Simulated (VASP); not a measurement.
Write the native input for VASP 6.6.1 that does the following.

- Task: band structure
- Functional: r2SCAN
- Potentials or basis: VASP PAW PBE potentials, release 64 (Ta_pv, N)
- Cutoff: 520 eV
- k mesh: 10 × 10 × 5
- Occupations: fermi-dirac, width 0.05 eV
- Spin: no spin polarisation
- Further INCAR settings: ALGO = Normal; EDIFF = 1e-06

The structure of TaN lies in POSCAR:

```
TaN
1.0
    2.9217699809      0.0000000000      0.0000000000
   -1.4608849905      2.5303270275      0.0000000000
    0.0000000000      0.0000000000      5.9165150000
Ta N
2 2
Direct
    0.0000000000      0.0000000000      0.5000000000
    0.0000000000      0.0000000000      0.0000000000
    0.3333333333      0.6666666667      0.2500000000
    0.6666666667      0.3333333333      0.7500000000
```

The cell comes from a database or a generator and needn't be the stable form of this composition.

The input as run:

INCAR

```
SYSTEM = TaN
PREC     = Accurate       ! precision mode
ENCUT    = 520            ! plane-wave cutoff, eV
EDIFF    = 1E-6           ! SCF threshold, eV
ISMEAR   = -1             ! smearing method
SIGMA    = 0.05           ! smearing width, eV
LREAL    = .FALSE.        ! projectors in reciprocal space
LASPH    = .TRUE.         ! aspherical terms in the spheres
NELM     = 100            ! most SCF steps
ALGO     = Normal         ! electronic algorithm
ISIF     = 2              ! what is computed and relaxed
LWAVE    = .FALSE.        ! write WAVECAR
LCHARG   = .FALSE.        ! write CHGCAR
LMAXMIX  = 4              ! l up to which the mixer works
METAGGA  = R2SCAN         ! meta-GGA
LMIXTAU  = .TRUE.
```

KPOINTS

```
Automatic mesh
0
G
  10 10 5
  0 0 0
```

KPOINTS_OPT

```
path GMKGALHA,LM,KH
20
line-mode
reciprocal
 0.0000000000  0.0000000000  0.0000000000  G
 0.5000000000  0.0000000000  0.0000000000  M

 0.5000000000  0.0000000000  0.0000000000  M
 0.3333333333  0.3333333333  0.0000000000  K

 0.3333333333  0.3333333333  0.0000000000  K
 0.0000000000  0.0000000000  0.0000000000  G

 0.0000000000  0.0000000000  0.0000000000  G
 0.0000000000  0.0000000000  0.5000000000  A

 0.0000000000  0.0000000000  0.5000000000  A
 0.5000000000  0.0000000000  0.5000000000  L

 0.5000000000  0.0000000000  0.5000000000  L
 0.3333333333  0.3333333333  0.5000000000  H

 0.3333333333  0.3333333333  0.5000000000  H
 0.0000000000  0.0000000000  0.5000000000  A

 0.5000000000  0.0000000000  0.5000000000  L
 0.5000000000  0.0000000000  0.0000000000  M

 0.3333333333  0.3333333333  0.0000000000  K
 0.3333333333  0.3333333333  0.5000000000  H
```

Potentials or basis: VASP PAW PBE potentials, release 64 (Ta_pv, N).

Run with:

```bash
$ cat potpaw_PBE.64/Ta_pv/POTCAR potpaw_PBE.64/N/POTCAR > POTCAR
$ mpirun -np 1 vasp_std > vasp.out
```

Results of the run:

- Pressure: -4.3 GPa
- Band gap along the path: none (metal or under the smearing width)

Caveat: the PAW data sets were made with another functional, which shifts forces and pressure a little; spin-orbit coupling is left out, which moves the levels of the heavy elements.

Wall time 8 min on 1 thread of AMD EPYC 7R13 Processor (Zen 3), on a shared host, peak memory 0.17 GiB.
